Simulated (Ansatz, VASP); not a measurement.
## Ga in VASP and in Ansatz

```
Ga
1.0
    -1.36569    1.36569    2.27999
     1.36569   -1.36569    2.27999
     1.36569    1.36569   -2.27999
Ga
1
Direct
  0.00000 0.00000 0.00000
```

Change from the starting cell: volume scaled by 0.96.

Alike in both runs: task single point; functional PBE; k mesh 13 × 13 × 13; occupations fermi-dirac, width 0.05 eV; no spin polarisation.

|  | VASP | Ansatz |
| --- | --- | --- |
| version | VASP 6.6.1 | Ansatz 0.2.0 |
| potentials or method | VASP PAW PBE potentials, release 64 (Ga_d) | Ansatz PAW |
| plane-wave cutoff (eV) | 520 | 420 |
| valence electrons in the cell | 13 | 13 |

```tsv
	VASP	Ansatz	Ansatz less VASP
gap on the k mesh at the Fermi level (eV)	none	none	-
pressure (GPa)	6.7	6.5	-0.12
largest component of the traceless stress (GPa)	0.67	0.62	-0.044
```

A gap of «none» marks a metal or a gap that the smearing closes. The functional is the same, so the differences come from potentials, cutoffs and numerics.
